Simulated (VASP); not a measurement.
A run of VASP 6.6.1 is set up as follows.

The input INCAR:

```
SYSTEM = Zn
  PREC = Accurate
  ENCUT = 600
  EDIFF = 1E-6
  ISMEAR = 1
  SIGMA = 0.1
  LREAL = .FALSE.
  LASPH = .TRUE.
  NELM = 80
  ALGO = Normal
  ISIF = 3
  LWAVE = .FALSE.
  LCHARG = .FALSE.
  GGA = PE
  IBRION = 2
  NSW = 90
  EDIFFG = -0.01
  KPAR = 2
```

Contents of KPOINTS:

```
regular mesh
0
G
  18 18 8
  0 0 0
```

POSCAR

```
Zn
1.0
    2.6700000000      0.0000000000      0.0000000000
   -1.3350000000      2.3122878281      0.0000000000
    0.0000000000      0.0000000000      4.9660000000
Zn
2
Direct
    0.3333333333      0.6666666667      0.2500000000
    0.6666666667      0.3333333333      0.7500000000
```

Potentials or basis: VASP PAW PBE potentials, release 64 (Zn).

Run with:

```console
$ cat potpaw_PBE.64/Zn/POTCAR > POTCAR
$ mpirun -np 2 vasp_std > vasp.out
```

(1) Estimate the relaxed cell.

(2) Predict the space group after relaxing (to 0.05 Å).

Results:

(1) a = 2.634 Å, b = 2.634 Å, c = 5.117 Å, α = 90.00°, β = 90.00°, γ = 120.00°.

(2) P6_3/mmc (No. 194).
